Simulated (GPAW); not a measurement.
The system is Pb.

```
CELL_PARAMETERS angstrom
3.48000 0.00000 0.00000
-1.74000 3.01377 0.00000
0.00000 0.00000 5.59000
ATOMIC_POSITIONS crystal
Pb 0.66667 0.33333 0.75000
Pb 0.33333 0.66667 0.25000
```

This isn't the form of Pb at room conditions, which is fcc.

Base run:

| Quantity | Value |
| --- | --- |
| Program | GPAW 26.7.0 |
| Functional | PBE |
| Potentials or basis | GPAW PAW data sets (gpaw-data 1.2.1) |
| Cutoff | 600 eV |
| Basis | pw |
| k mesh | 9 × 9 × 5 |
| Occupations | fermi-dirac, width 0.05 eV |
| Spin | no spin polarisation |

Its results: band gap on the k mesh none (metal or under the smearing width); pressure 3.8 GPa.

Q: The run is repeated on the same cell with these changes: potentials or basis from GPAW PAW data sets (gpaw-data 1.2.1) to JTH PAW 2.0, PBE. What comes out?

A: Band gap on the k mesh none (metal or under the smearing width); pressure 4.2 GPa.

Caveats: the program truncates these outside data sets (some runs).
